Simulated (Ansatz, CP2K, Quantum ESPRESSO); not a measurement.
One calculation of FePt, 3 ways

```
CELL_PARAMETERS angstrom
2.72350 0.00000 0.00000
0.00000 2.72350 0.00000
0.00000 0.00000 3.72000
ATOMIC_POSITIONS crystal
Pt 0.50000 0.50000 0.50000
Fe 0.00000 0.00000 0.00000
```

Alike in all runs: task band structure; functional LDA; k mesh 10 × 10 × 7; occupations fermi-dirac, width 0.05 eV; collinear spin, ferromagnetic start; no spin-orbit coupling. LDA stands for any of its common fits. Pressure is positive in compression and, in plane waves, holds the error of the finite cutoff, which Ansatz's Pulay term estimates and takes out.

```tsv
program and potentials	plane-wave cutoff (eV)	notes	pressure (GPa)	net moment per atom (μB)
Ansatz, Ansatz PAW	420	potentials made for PBE, which Ansatz adapts in part; Pulay term of +0.08 GPa included	-12.67	1.61
Quantum ESPRESSO, PseudoDojo 0.4.1 SR LDA standard	1225	-	-12.57	1.63
CP2K, GTH_POTENTIALS Pt GTH-PADE-q18, Fe GTH-PADE-q16; TZVP-MOLOPT-PBE-GTH basis	-	atomic basis	-16.66	1.68
```

The pressure spans -16.66 (CP2K, GTH_POTENTIALS Pt GTH-PADE-q18, Fe GTH-PADE-q16; TZVP-MOLOPT-PBE-GTH basis) to -12.57 GPa (Quantum ESPRESSO, PseudoDojo 0.4.1 SR LDA standard). The net moment per atom spans 1.61 (Ansatz, Ansatz PAW) to 1.68 μB (CP2K, GTH_POTENTIALS Pt GTH-PADE-q18, Fe GTH-PADE-q16; TZVP-MOLOPT-PBE-GTH basis). The cell lies far from this level's equilibrium. The state is the one that the start led to, which needn't be the lowest. Rows in atomic bases carry the error of their basis and grid, which can be large.

Differences between rows come from potentials, basis sets and numerical settings, since the functional is the same but for its coding. Runs on potential files found faulty are left out.
